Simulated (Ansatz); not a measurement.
# GeS: properties at the relaxed cell

Aim: for GeS, measure the bulk modulus from energies at several volumes.

Program: Ansatz 0.2.0. Level of theory: DFT PBE+D3(BJ), scalar-relativistic, plane waves, PAW. These are calculated values, not measurements.

1 further run of the same task is left out (set aside as unsound or not needed).

## 1. Starting point

Symmetry: Pnma, No. 62, orthorhombic system. The conventional cell has a = 10.656 Å, b = 3.679 Å, c = 4.358 Å, α = 90.00°, β = 90.00°, γ = 90.00°. Ge (site symmetry m) is surrounded by 3 S at 2.46 Å. S (site symmetry m) is surrounded by 3 Ge at 2.46 Å.

Structure file:

```
Ge S
1.0
    10.65632    0.00000    0.00000
     0.00000    3.67938    0.00000
     0.00000    0.00000    4.35809
Ge S
4 4
Direct
  0.12445 0.25000 0.13524
  0.37555 0.75000 0.63524
  0.62445 0.25000 0.36476
  0.87555 0.75000 0.86476
  0.84939 0.25000 0.49492
  0.65061 0.75000 0.99492
  0.34939 0.25000 0.00508
  0.15061 0.75000 0.50508
```

It is the result of an earlier relaxation at this level (volume 21.36 Å³/atom; gap on the mesh: 1.24 eV).

## 2. Volume × 0.97

File input.yaml:

```yaml
crystal:
  lattice:
    - [10.5486687689, 0.0, 0.0]
    - [0.0, 3.6422087404, 0.0]
    - [0.0, 0.0, 4.3140621216]
  atoms:
    - { symbol: Ge, position: [0.1244538412, 0.25, 0.1352405786] }
    - { symbol: Ge, position: [0.3755461588, 0.75, 0.6352405786] }
    - { symbol: Ge, position: [0.6244538412, 0.25, 0.3647594214] }
    - { symbol: Ge, position: [0.8755461588, 0.75, 0.8647594214] }
    - { symbol: S, position: [0.8493944109, 0.25, 0.4949234742] }
    - { symbol: S, position: [0.6506055891, 0.75, -0.0050765258] }
    - { symbol: S, position: [0.3493944109, 0.25, 1.0050765258] }
    - { symbol: S, position: [0.1506055891, 0.75, 0.5050765258] }
basis:
  ecutwfc: 420
kpoints:
  mp_grid: { grid: [4, 8, 6] }
hamiltonian:
  xc: pbe
  dispersion: d3bj
scf:
  occupations: { method: gaussian, width: 0.02 }
output:
  forces: true
  stress: true
  eigenvalues: true
relax:
  adjacent_minimum: "off"
  f_tol: 0.01
  max_steps: 30
  cell: { stress_tol: 0.1, fix: [volume] }
```

Command:

```console
> ansatz run input.yaml --threads 4 --pin off --max-ram 10240MiB --backend cpu --events-out ev --progress --plain --runs-dir out
```

## 3. The cell scaled to 1.03 of its volume

Edit input.yaml of step 2 so:

```diff
@@ -2,5 +2,5 @@
   lattice:
-    - [10.5486687689, 0.0, 0.0]
-    - [0.0, 3.6422087404, 0.0]
-    - [0.0, 0.0, 4.3140621216]
+    - [10.7618306192, 0.0, 0.0]
+    - [0.0, 3.7158085444, 0.0]
+    - [0.0, 0.0, 4.401238379]
   atoms:
```

## 4. The cell scaled to 0.94 of its volume

File input.yaml:

```yaml
crystal:
  lattice:
    - [10.4334819908, 0.0, 0.0]
    - [0.0, 3.6360253793, 0.0]
    - [0.0, 0.0, 4.2339802225]
  atoms:
    - { symbol: Ge, position: [0.1235034101, 0.25, 0.1310202709] }
    - { symbol: Ge, position: [0.3764965899, 0.75, 0.6310202709] }
    - { symbol: Ge, position: [0.6235034101, 0.25, 0.3689797291] }
    - { symbol: Ge, position: [0.8764965899, 0.75, 0.8689797291] }
    - { symbol: S, position: [0.8506989072, 0.25, 0.4934601063] }
    - { symbol: S, position: [0.6493010928, 0.75, -0.0065398937] }
    - { symbol: S, position: [0.3506989072, 0.25, 1.0065398937] }
    - { symbol: S, position: [0.1493010928, 0.75, 0.5065398937] }
basis:
  ecutwfc: 420
kpoints:
  mp_grid: { grid: [4, 8, 6] }
hamiltonian:
  xc: pbe
  dispersion: d3bj
scf:
  occupations: { method: gaussian, width: 0.02 }
output:
  forces: true
  stress: true
  eigenvalues: true
relax:
  adjacent_minimum: "off"
  f_tol: 0.01
  max_steps: 30
  cell: { stress_tol: 0.1, fix: [volume] }
```

## 5. The cell scaled to 1.06 of its volume

File input.yaml:

```yaml
crystal:
  lattice:
    - [10.8971167798, 0.0, 0.0]
    - [0.0, 3.7225167282, 0.0]
    - [0.0, 0.0, 4.4651366064]
  atoms:
    - { symbol: Ge, position: [0.1261953975, 0.25, 0.1371003244] }
    - { symbol: Ge, position: [0.3738046025, 0.75, 0.6371003244] }
    - { symbol: Ge, position: [0.6261953975, 0.25, 0.3628996756] }
    - { symbol: Ge, position: [0.8738046025, 0.75, 0.8628996756] }
    - { symbol: S, position: [0.8477121151, 0.25, 0.4974459453] }
    - { symbol: S, position: [0.6522878849, 0.75, -0.0025540547] }
    - { symbol: S, position: [0.3477121151, 0.25, 1.0025540547] }
    - { symbol: S, position: [0.1522878849, 0.75, 0.5025540547] }
basis:
  ecutwfc: 420
kpoints:
  mp_grid: { grid: [4, 8, 6] }
hamiltonian:
  xc: pbe
  dispersion: d3bj
scf:
  occupations: { method: gaussian, width: 0.02 }
output:
  forces: true
  stress: true
  eigenvalues: true
relax:
  adjacent_minimum: "off"
  f_tol: 0.01
  max_steps: 30
  cell: { stress_tol: 0.1, fix: [volume] }
```

## 6. Point at V/V0 = 0.91

File input.yaml:

```yaml
crystal:
  lattice:
    - [10.3055468229, 0.0, 0.0]
    - [0.0, 3.628276203, 0.0]
    - [0.0, 0.0, 4.1586000956]
  atoms:
    - { symbol: Ge, position: [0.1219203718, 0.25, 0.1252668874] }
    - { symbol: Ge, position: [0.3780796282, 0.75, 0.6252668874] }
    - { symbol: Ge, position: [0.6219203718, 0.25, 0.3747331126] }
    - { symbol: Ge, position: [0.8780796282, 0.75, 0.8747331126] }
    - { symbol: S, position: [0.8519825798, 0.25, 0.493459372] }
    - { symbol: S, position: [0.6480174202, 0.75, -0.006540628] }
    - { symbol: S, position: [0.3519825798, 0.25, 1.006540628] }
    - { symbol: S, position: [0.1480174202, 0.75, 0.506540628] }
basis:
  ecutwfc: 420
kpoints:
  mp_grid: { grid: [4, 8, 6] }
hamiltonian:
  xc: pbe
  dispersion: d3bj
scf:
  occupations: { method: gaussian, width: 0.02 }
output:
  forces: true
  stress: true
  eigenvalues: true
relax:
  adjacent_minimum: "off"
  f_tol: 0.01
  max_steps: 30
  cell: { stress_tol: 0.1, fix: [volume] }
```

## 7. Volume × 1.10

File input.yaml:

```yaml
crystal:
  lattice:
    - [11.0549002532, 0.0, 0.0]
    - [0.0, 3.717694757, 0.0]
    - [0.0, 0.0, 4.5734219935]
  atoms:
    - { symbol: Ge, position: [0.1278191304, 0.25, 0.1411307814] }
    - { symbol: Ge, position: [0.3721808696, 0.75, 0.6411307814] }
    - { symbol: Ge, position: [0.6278191304, 0.25, 0.3588692186] }
    - { symbol: Ge, position: [0.8721808696, 0.75, 0.8588692186] }
    - { symbol: S, position: [0.8459937009, 0.25, 0.5010781898] }
    - { symbol: S, position: [0.6540062991, 0.75, 0.0010781898] }
    - { symbol: S, position: [0.3459937009, 0.25, 0.9989218102] }
    - { symbol: S, position: [0.1540062991, 0.75, 0.4989218102] }
basis:
  ecutwfc: 420
kpoints:
  mp_grid: { grid: [4, 8, 6] }
hamiltonian:
  xc: pbe
  dispersion: d3bj
scf:
  occupations: { method: gaussian, width: 0.02 }
output:
  forces: true
  stress: true
  eigenvalues: true
relax:
  adjacent_minimum: "off"
  f_tol: 0.01
  max_steps: 30
  cell: { stress_tol: 0.1, fix: [volume] }
```

## 8. Point at V/V0 = 0.88

File input.yaml:

```yaml
crystal:
  lattice:
    - [10.1663511135, 0.0, 0.0]
    - [0.0, 3.6225781655, 0.0]
    - [0.0, 0.0, 4.0829771583]
  atoms:
    - { symbol: Ge, position: [0.1190635623, 0.25, 0.1189007788] }
    - { symbol: Ge, position: [0.3809364377, 0.75, 0.6189007788] }
    - { symbol: Ge, position: [0.6190635623, 0.25, 0.3810992212] }
    - { symbol: Ge, position: [0.8809364377, 0.75, 0.8810992212] }
    - { symbol: S, position: [0.8527504858, 0.25, 0.4934921374] }
    - { symbol: S, position: [0.6472495142, 0.75, -0.0065078626] }
    - { symbol: S, position: [0.3527504858, 0.25, 1.0065078626] }
    - { symbol: S, position: [0.1472495142, 0.75, 0.5065078626] }
basis:
  ecutwfc: 420
kpoints:
  mp_grid: { grid: [4, 8, 6] }
hamiltonian:
  xc: pbe
  dispersion: d3bj
scf:
  occupations: { method: gaussian, width: 0.02 }
output:
  forces: true
  stress: true
  eigenvalues: true
relax:
  adjacent_minimum: "off"
  f_tol: 0.01
  max_steps: 30
  cell: { stress_tol: 0.1, fix: [volume] }
```

(Steps that only read results are left out.)

Q: Predict the outcome of this session. Wanted: equation of state.

**Answer**, as computed:

| quantity | value |
| --- | --- |
| equation of state | no sound fit |

The points do not lie on one smooth curve (fit error 0.99 meV/atom, B' = -5.6), which a change of structure or of magnetic state along the way can cause; no modulus is quoted. The log warns that the dispersion term switches its coefficients with the atoms' coordination near these geometries, so kinks or extra dips may come from it and not from the bonding.
